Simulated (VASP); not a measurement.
# Al2ZnO4 (Gahnite) (Fd-3m) in VASP: notebook, part 2 of 2

VASP 6.6.1. Earlier steps stand in the parts before.

## (4) Relaxation of cell and atoms, LDA

INCAR

```
SYSTEM = Al2ZnO4
PREC     = Accurate       ! precision mode
ENCUT    = 600            ! plane-wave cutoff, eV
EDIFF    = 1E-6           ! SCF threshold, eV
ISMEAR   = 0              ! smearing method
SIGMA    = 0.03           ! smearing width, eV
LREAL    = .FALSE.        ! projectors in reciprocal space
LASPH    = .TRUE.         ! aspherical terms in the spheres
NELM     = 80             ! most SCF steps
ALGO     = Normal         ! electronic algorithm
ISIF     = 3              ! what is computed and relaxed
LWAVE    = .FALSE.        ! write WAVECAR
LCHARG   = .FALSE.        ! write CHGCAR
GGA      = CA             ! functional
IBRION   = 2              ! ionic algorithm
NSW      = 90             ! ionic steps
EDIFFG   = -0.01          ! ionic threshold
KPAR     = 4
```

KPOINTS

```
regular mesh
0
G
  6 6 6
  0 0 0
```

POSCAR

```
Al2ZnO4
1.0
    0.0000000000      4.0427000000      4.0427000000
    4.0427000000      0.0000000000      4.0427000000
    4.0427000000      4.0427000000      0.0000000000
Al Zn O
4 2 8
Direct
    0.1250000000      0.1250000000      0.1250000000
    0.6250000000      0.1250000000      0.1250000000
    0.1250000000      0.1250000000      0.6250000000
    0.1250000000      0.6250000000      0.1250000000
    0.7500000000      0.7500000000      0.7500000000
    0.5000000000      0.5000000000      0.5000000000
    0.8894000000      0.8894000000      0.8894000000
    0.9182000000      0.3606000000      0.3606000000
    0.8894000000      0.8894000000      0.3318000000
    0.3606000000      0.9182000000      0.3606000000
    0.3318000000      0.8894000000      0.8894000000
    0.3606000000      0.3606000000      0.3606000000
    0.8894000000      0.3318000000      0.8894000000
    0.3606000000      0.3606000000      0.9182000000
```

Potentials or basis: VASP PAW LDA potentials, release 64 (Al, Zn, O).

Command:

```sh
cat potpaw_LDA.64/Al/POTCAR potpaw_LDA.64/Zn/POTCAR potpaw_LDA.64/O/POTCAR > POTCAR
mpirun -np 4 vasp_std > vasp.out
```

It took 1.7 min on 4 MPI ranks of AMD EPYC 9R45 (Zen 5), shared host; peak memory 0.31 GiB.

It converged, with:

```
Free energy                            : -105.1838 eV
Relaxed volume                         : 9.19 Å³/atom
Relaxed cell                           : a = 5.666 Å, b = 5.666 Å, c = 5.666 Å, α = 60.00°, β = 60.00°, γ = 60.00°
Space group after relaxing (to 0.05 Å) : Fd-3m (No. 227)
Energy gained by relaxing              : 4.5 meV/atom
Ionic steps                            : 6
Pressure after relaxing                : 0.1 GPa
Band gap on the k mesh                 : 4.26 eV, direct
```

Forces in eV/Å, atoms in the order of the input:
```
Al   0.000  0.000  0.000
Al   0.000  0.000  0.000
Al   0.000  0.000  0.000
Al   0.000  0.000  0.000
Zn   0.000  0.000  0.000
Zn   0.000  0.000  0.000
O    0.001  0.001  0.001
O   -0.001  0.001  0.001
O   -0.001 -0.001  0.001
O    0.001 -0.001  0.001
O    0.001 -0.001 -0.001
O   -0.001 -0.001 -0.001
O   -0.001  0.001 -0.001
O    0.001  0.001 -0.001
```

The path:
```
step  energy change (eV)  largest force (eV/Å)  pressure (GPa)  volume (Å³)
   1              0.0000                0.1607           -5.25       132.14
   2             -0.0312                0.1043            4.00       126.31
   3             -0.0614                0.1329            0.07       128.70
   4             -0.0614                0.1323            0.31       128.60
   5             -0.0625                0.0916            0.00       128.63
   6             -0.0634                0.0022            0.13       128.62
```

Final structure:
```
Al Zn O
1.0
     0.00000    4.00644    4.00644
     4.00644    0.00000    4.00644
     4.00644    4.00644    0.00000
Al Zn O
4 2 8
Cartesian
  1.0016 1.0016 1.0016
  1.0016 3.0048 3.0048
  3.0048 3.0048 1.0016
  3.0048 1.0016 3.0048
  6.0097 6.0097 6.0097
  4.0064 4.0064 4.0064
  7.1218 7.1218 7.1218
  2.8942 5.1186 5.1186
  4.8975 4.8975 7.1218
  5.1186 2.8942 5.1186
  7.1218 4.8975 4.8975
  2.8942 2.8942 2.8942
  4.8975 7.1218 4.8975
  5.1186 5.1186 2.8942
```

Levels at points of the mesh, in eV from the valence-band top:
```csv
k point,band 39,band 40,band 41,band 42,band 43,band 44,band 45,band 46
"(0.00, 0.00, 0.00)",-0.54,0.00,0.00,0.00,4.26,7.46,7.78,7.78
"(0.50, 0.00, 0.00)",-0.42,-0.42,-0.32,-0.32,6.38,6.57,8.50,8.86
"(0.50, 0.50, 0.00)",-0.75,-0.75,-0.56,-0.56,7.06,7.06,9.01,9.01
```

## (5) Relaxation of cell and atoms, LDA

This run uses another cell than the first one, of 9.19 Å³/atom, 0.973 times its volume.

Changes to INCAR since step 4:

```diff
@@ -3,3 +3,3 @@
 ENCUT    = 600            ! plane-wave cutoff, eV
-EDIFF    = 1E-6           ! SCF threshold, eV
+EDIFF    = 1E-7           ! SCF threshold, eV
 ISMEAR   = 0              ! smearing method
@@ -16,3 +16,3 @@
 NSW      = 90             ! ionic steps
-EDIFFG   = -0.01          ! ionic threshold
+EDIFFG   = -0.005         ! ionic threshold
 KPAR     = 4
```

KPOINTS is that of step 4.

POSCAR

```
Al2ZnO4                                 
1.0
    0.0000000000      4.0064372310      4.0064372310
    4.0064372310      0.0000000000      4.0064372310
    4.0064372310      4.0064372310     -0.0000000000
  Al              Zn              O             
     4     2     8
Direct
     0.1250000000000000    0.1250000000000000    0.1250000000000000
     0.6250000000000000    0.1250000000000000    0.1250000000000000
     0.1250000000000000    0.1250000000000000    0.6250000000000000
     0.1250000000000000    0.6250000000000000    0.1250000000000000
     0.7500000000000000    0.7500000000000000    0.7500000000000000
     0.5000000000000000    0.5000000000000000    0.5000000000000000
     0.8888005471889109    0.8888005471889109    0.8888005471889109
     0.9164016415667258    0.3611994528110890    0.3611994528110890
     0.8888005471889109    0.8888005471889109    0.3335983584332742
     0.3611994528110890    0.9164016415667258    0.3611994528110890
     0.3335983584332742    0.8888005471889109    0.8888005471889109
     0.3611994528110890    0.3611994528110890    0.3611994528110890
     0.8888005471889109    0.3335983584332742    0.8888005471889109
     0.3611994528110890    0.3611994528110890    0.9164016415667258
```

Command:

```sh
cat potpaw_LDA.64/Al/POTCAR potpaw_LDA.64/Zn/POTCAR potpaw_LDA.64/O/POTCAR > POTCAR
mpirun -np 4 vasp_std > vasp.out
```

Wall time 60 s (4 MPI ranks of AMD EPYC 9R45 (Zen 5), shared host); peak memory 0.31 GiB.

It converged, with:

| Property | Result |
| --- | --- |
| Free energy | -105.1720 eV |
| Relaxed volume | 9.19 Å³/atom |
| Relaxed cell | a = 5.667 Å, b = 5.667 Å, c = 5.667 Å, α = 60.00°, β = 60.00°, γ = 60.00° |
| Space group after relaxing (to 0.05 Å) | Fd-3m (No. 227) |
| Energy gained by relaxing | 0.0 meV/atom |
| Ionic steps | 3 |
| Pressure after relaxing | 0.0 GPa |
| Largest force after relaxing | 0.003 eV/Å |
| Band gap on the k mesh | 4.25 eV, direct |

Forces on the atoms (eV/Å):
```
Al   0.000  0.000  0.000
Al   0.000  0.000  0.000
Al   0.000  0.000  0.000
Al   0.000  0.000  0.000
Zn   0.000  0.000  0.000
Zn   0.000  0.000  0.000
O    0.002  0.002  0.002
O   -0.002  0.002  0.002
O   -0.002 -0.002  0.002
O    0.002 -0.002  0.002
O    0.002 -0.002 -0.002
O   -0.002 -0.002 -0.002
O   -0.002  0.002 -0.002
O    0.002  0.002 -0.002
```

Final structure:
```yaml
crystal:
  lattice:
    - [0.00000, 4.00739, 4.00739]
    - [4.00739, 0.00000, 4.00739]
    - [4.00739, 4.00739, 0.00000]
  atoms:
    - { symbol: Al, position: [0.12500, 0.12500, 0.12500] }
    - { symbol: Al, position: [0.62500, 0.12500, 0.12500] }
    - { symbol: Al, position: [0.12500, 0.12500, 0.62500] }
    - { symbol: Al, position: [0.12500, 0.62500, 0.12500] }
    - { symbol: Zn, position: [0.75000, 0.75000, 0.75000] }
    - { symbol: Zn, position: [0.50000, 0.50000, 0.50000] }
    - { symbol: O, position: [0.88880, 0.88880, 0.88880] }
    - { symbol: O, position: [0.91641, 0.36120, 0.36120] }
    - { symbol: O, position: [0.88880, 0.88880, 0.33359] }
    - { symbol: O, position: [0.36120, 0.91641, 0.36120] }
    - { symbol: O, position: [0.33359, 0.88880, 0.88880] }
    - { symbol: O, position: [0.36120, 0.36120, 0.36120] }
    - { symbol: O, position: [0.88880, 0.33359, 0.88880] }
    - { symbol: O, position: [0.36120, 0.36120, 0.91641] }
```

Levels at points of the mesh, in eV from the valence-band top:
```tsv
k point	band 38	band 39	band 40	band 41	band 42	band 43	band 44	band 45	band 46	band 47
(0.00, 0.00, 0.00)	-0.54	-0.54	0.00	0.00	0.00	4.25	7.45	7.77	7.77	7.77
(0.50, 0.00, 0.00)	-1.32	-0.42	-0.42	-0.32	-0.32	6.37	6.57	8.49	8.85	8.85
(0.50, 0.50, 0.00)	-0.89	-0.75	-0.75	-0.56	-0.56	7.06	7.06	9.00	9.00	9.76
```

A k mesh can miss the band edges.

## (6) Relaxation of cell and atoms, PBE

INCAR

```
  PREC = Accurate
  ENCUT = 600
  EDIFF = 1E-6
  ISMEAR = 0
  SIGMA = 0.03
  LREAL = F
  LASPH = T
  NELM = 80
  ALGO = Normal
  ISIF = 3
  LWAVE = F
  LCHARG = F
  GGA = PE
  IBRION = 2
  NSW = 90
  EDIFFG = -0.01
  KPAR = 4
```

KPOINTS

```
regular mesh
0
Gamma
  6 6 6
```

POSCAR

```
Al2ZnO4
1.0
    0.0000000000      4.0427000000      4.0427000000
    4.0427000000      0.0000000000      4.0427000000
    4.0427000000      4.0427000000      0.0000000000
Al Zn O
4 2 8
Direct
    0.1250000000      0.1250000000      0.1250000000
    0.6250000000      0.1250000000      0.1250000000
    0.1250000000      0.1250000000      0.6250000000
    0.1250000000      0.6250000000      0.1250000000
    0.7500000000      0.7500000000      0.7500000000
    0.5000000000      0.5000000000      0.5000000000
    0.8894000000      0.8894000000      0.8894000000
    0.9182000000      0.3606000000      0.3606000000
    0.8894000000      0.8894000000      0.3318000000
    0.3606000000      0.9182000000      0.3606000000
    0.3318000000      0.8894000000      0.8894000000
    0.3606000000      0.3606000000      0.3606000000
    0.8894000000      0.3318000000      0.8894000000
    0.3606000000      0.3606000000      0.9182000000
```

Potentials or basis: VASP PAW PBE potentials, release 64 (Al, Zn, O).

Command:

```sh
cat potpaw_PBE.64/Al/POTCAR potpaw_PBE.64/Zn/POTCAR potpaw_PBE.64/O/POTCAR > POTCAR
mpirun -np 4 vasp_std > vasp.out
```

Run time: 2.1 min. Hardware: 4 MPI ranks of AMD EPYC 9R45 (Zen 5), shared host; peak memory 0.39 GiB.

Results (log left out):

| Item | Value |
| --- | --- |
| Free energy | -93.5512 eV |
| Relaxed volume | 9.75 Å³/atom |
| Relaxed cell | a = 5.779 Å, b = 5.779 Å, c = 5.779 Å, α = 60.00°, β = 60.00°, γ = 60.00° |
| Space group after relaxing (to 0.05 Å) | Fd-3m (No. 227) |
| Energy gained by relaxing | 6.4 meV/atom |
| Ionic steps | 6 |
| Pressure after relaxing | 0.1 GPa |
| Largest force after relaxing | 0.003 eV/Å |
| Band gap on the k mesh | 3.85 eV, direct |

Forces on the atoms (eV/Å):
```
Al   0.000  0.000  0.000
Al   0.000  0.000  0.000
Al   0.000  0.000  0.000
Al   0.000  0.000  0.000
Zn   0.000  0.000  0.000
Zn   0.000  0.000  0.000
O   -0.002 -0.002 -0.002
O    0.002 -0.002 -0.002
O    0.002  0.002 -0.002
O   -0.002  0.002 -0.002
O   -0.002  0.002  0.002
O    0.002  0.002  0.002
O    0.002 -0.002  0.002
O   -0.002 -0.002  0.002
```

Step by step:
| step | energy change (eV) | largest force (eV/Å) | pressure (GPa) | volume (Å³) |
| --- | --- | --- | --- | --- |
| 1 | 0.0000 | 0.1282 | 6.66 | 132.14 |
| 2 | -0.0327 | 0.3076 | -4.58 | 139.79 |
| 3 | -0.0871 | 0.1244 | 0.07 | 136.34 |
| 4 | -0.0871 | 0.1201 | 0.18 | 136.26 |
| 5 | -0.0890 | 0.0397 | 0.05 | 136.52 |
| 6 | -0.0892 | 0.0033 | 0.10 | 136.46 |

Final structure:
```
Al Zn O
1.0
     0.00000    4.08628    4.08628
     4.08628    0.00000    4.08628
     4.08628    4.08628    0.00000
Al Zn O
4 2 8
Direct
  0.12500 0.12500 0.12500
  0.62500 0.12500 0.12500
  0.12500 0.12500 0.62500
  0.12500 0.62500 0.12500
  0.75000 0.75000 0.75000
  0.50000 0.50000 0.50000
  0.88944 0.88944 0.88944
  0.91833 0.36056 0.36056
  0.88944 0.88944 0.33167
  0.36056 0.91833 0.36056
  0.33167 0.88944 0.88944
  0.36056 0.36056 0.36056
  0.88944 0.33167 0.88944
  0.36056 0.36056 0.91833
```

Levels at points of the mesh, in eV from the valence-band top:
| k point | band 40 | band 41 | band 42 | band 43 | band 44 | band 45 |
| --- | --- | --- | --- | --- | --- | --- |
| (0.00, 0.00, 0.00) | 0.00 | 0.00 | 0.00 | 3.85 | 7.02 | 7.74 |
| (0.50, 0.00, 0.00) | -0.39 | -0.27 | -0.27 | 6.06 | 6.25 | 8.19 |
| (0.50, 0.50, 0.00) | -0.70 | -0.48 | -0.48 | 6.74 | 6.74 | 8.87 |

A k mesh can miss the band edges. Zero-point motion and thermal expansion aren't in these numbers.

## (7) Relaxation of cell and atoms, PBE

This run uses another cell than the first one, of 9.75 Å³/atom, 1.033 times its volume.

Changes to INCAR since step 6:

```diff
@@ -2,3 +2,3 @@
   ENCUT = 600
-  EDIFF = 1E-6
+  EDIFF = 1E-7
   ISMEAR = 0
@@ -15,3 +15,3 @@
   NSW = 90
-  EDIFFG = -0.01
+  EDIFFG = -0.005
   KPAR = 4
```

KPOINTS is that of step 6.

POSCAR

```
Al2ZnO4                                 
1.0
    0.0000000000      4.0862775555      4.0862775555
    4.0862775555     -0.0000000000      4.0862775555
    4.0862775555      4.0862775555      0.0000000000
  Al              Zn              O             
     4     2     8
Direct
     0.1250000000000000    0.1250000000000000    0.1250000000000000
     0.6250000000000000    0.1250000000000000    0.1250000000000000
     0.1250000000000000    0.1250000000000000    0.6250000000000000
     0.1250000000000000    0.6250000000000000    0.1250000000000000
     0.7500000000000000    0.7500000000000000    0.7500000000000000
     0.5000000000000000    0.5000000000000000    0.5000000000000000
     0.8894419282205738    0.8894419282205738    0.8894419282205738
     0.9183257846617144    0.3605580717794262    0.3605580717794262
     0.8894419282205738    0.8894419282205738    0.3316742153382857
     0.3605580717794262    0.9183257846617144    0.3605580717794262
     0.3316742153382857    0.8894419282205738    0.8894419282205738
     0.3605580717794262    0.3605580717794262    0.3605580717794262
     0.8894419282205738    0.3316742153382857    0.8894419282205738
     0.3605580717794262    0.3605580717794262    0.9183257846617144
```

Command:

```sh
cat potpaw_PBE.64/Al/POTCAR potpaw_PBE.64/Zn/POTCAR potpaw_PBE.64/O/POTCAR > POTCAR
mpirun -np 4 vasp_std > vasp.out
```

Run time: 45 s. Hardware: 4 MPI ranks of AMD EPYC 9R45 (Zen 5), shared host; peak memory 0.36 GiB.

It converged, with:

```
Free energy                  : -93.5629 eV
Pressure after relaxing      : 0.1 GPa
Largest force after relaxing : 0.004 eV/Å
Band gap on the k mesh       : 3.85 eV, direct
```

Forces on the atoms (eV/Å):
```
Al   0.000  0.000  0.000
Al   0.000  0.000  0.000
Al   0.000  0.000  0.000
Al   0.000  0.000  0.000
Zn   0.000  0.000  0.000
Zn   0.000  0.000  0.000
O   -0.002 -0.002 -0.002
O    0.002 -0.002 -0.002
O    0.002  0.002 -0.002
O   -0.002  0.002 -0.002
O   -0.002  0.002  0.002
O    0.002  0.002  0.002
O    0.002 -0.002  0.002
O   -0.002 -0.002  0.002
```

Final structure:
```cif
data_structure
_symmetry_space_group_name_H-M 'P 1'
_symmetry_Int_Tables_number 1
_cell_length_a 5.7789
_cell_length_b 5.7789
_cell_length_c 5.7789
_cell_angle_alpha 60.000
_cell_angle_beta 60.000
_cell_angle_gamma 60.000
_cell_volume 136.46
loop_
_atom_site_label
_atom_site_type_symbol
_atom_site_fract_x
_atom_site_fract_y
_atom_site_fract_z
_atom_site_occupancy
Al1 Al 0.12500 0.12500 0.12500 1
Al2 Al 0.62500 0.12500 0.12500 1
Al3 Al 0.12500 0.12500 0.62500 1
Al4 Al 0.12500 0.62500 0.12500 1
Zn1 Zn 0.75000 0.75000 0.75000 1
Zn2 Zn 0.50000 0.50000 0.50000 1
O1 O 0.88944 0.88944 0.88944 1
O2 O 0.91833 0.36056 0.36056 1
O3 O 0.88944 0.88944 0.33167 1
O4 O 0.36056 0.91833 0.36056 1
O5 O 0.33167 0.88944 0.88944 1
O6 O 0.36056 0.36056 0.36056 1
O7 O 0.88944 0.33167 0.88944 1
O8 O 0.36056 0.36056 0.91833 1
```

Levels at points of the mesh, in eV from the valence-band top:
| k point | band 38 | band 39 | band 40 | band 41 | band 42 | band 43 | band 44 | band 45 | band 46 | band 47 |
| --- | --- | --- | --- | --- | --- | --- | --- | --- | --- | --- |
| (0.00, 0.00, 0.00) | -0.48 | -0.48 | 0.00 | 0.00 | 0.00 | 3.85 | 7.02 | 7.74 | 7.74 | 7.74 |
| (0.50, 0.00, 0.00) | -1.25 | -0.39 | -0.39 | -0.27 | -0.27 | 6.06 | 6.25 | 8.19 | 8.78 | 8.78 |
| (0.50, 0.50, 0.00) | -0.80 | -0.70 | -0.70 | -0.48 | -0.48 | 6.74 | 6.74 | 8.87 | 8.87 | 9.30 |

Caveat: the relaxation stopped at its first step, so nothing moved.

## (8) Overview

| level | potentials or basis | gap on the mesh (eV) | pressure (GPa) |
| --- | --- | --- | --- |
| PBEsol | VASP PAW PBE potentials, release 64 (Al, Zn, O) | 3.98 | 0.0 |
| LDA | VASP PAW LDA potentials, release 64 (Al, Zn, O) | 4.25 | 0.0 |
| PBE | VASP PAW PBE potentials, release 64 (Al, Zn, O) | 3.85 | 0.1 |

Alike in all rows: task relaxation of cell and atoms; no spin polarisation; cell relaxed; k mesh 6 × 6 × 6; cutoff (eV) 600; smearing gaussian 0.03 eV.

Caveats: the relaxation stopped at its first step, so nothing moved (some runs); the PAW data sets were made with another functional, which shifts forces and pressure a little (some runs).

Absolute energies hang on the potentials; compare differences alone.
